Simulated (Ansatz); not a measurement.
**Cu under changes of volume**

One of the cells (11.458 Å³/atom); the others are scaled copies at fixed shape and fractional positions:

```xyz
1
Lattice="-1.4428 1.4428 1.3761 1.4428 -1.4428 1.3761 1.4428 1.4428 -1.3761" Properties=species:S:1:pos:R:3 pbc="T T T"
Cu    0.0000    0.0000    0.0000
```

This isn't the form of Cu at room conditions, which is fcc.

* Program: Ansatz 0.2.0
* Functional: PBE
* Potentials or basis: all-electron LAPW, scalar-relativistic
* Cutoff: 346 eV (chosen from the basis error)
* Basis error allowed: 0.0005 eV/atom
* k mesh: 13 × 13 × 13
* Occupations: fermi-dirac, width 0.05 eV
* Spin: no spin polarisation

```tsv
volume (Å³/atom)	energy over the lowest point (meV/atom)	pressure (GPa)
10.771	68.20	19.8
11.000	43.26	15.2
11.229	24.64	11.0
11.458	11.62	7.3
11.687	3.59	4.0
11.916	0.00	1.1
12.146	?	?
```

Q: What does the run at 12.146 Å³/atom give?

A: Energy over the lowest point 0.35 meV/atom; pressure -1.5 GPa.

Worked out: A Birch-Murnaghan fit of order 3 (a polynomial in V^(-2/3)) to the other rows has its minimum at 12.01 Å³/atom, just outside them, with B0 = V·E''(V) = 138 GPa and B' = 5.1 at fixed shape and positions, which overstates the stiffness. It gives 0.36 meV/atom at 12.146 Å³/atom, against the run's 0.35, and -dE/dV = -1.5 GPa, against -1.5.

Energies are extrapolated to zero smearing.
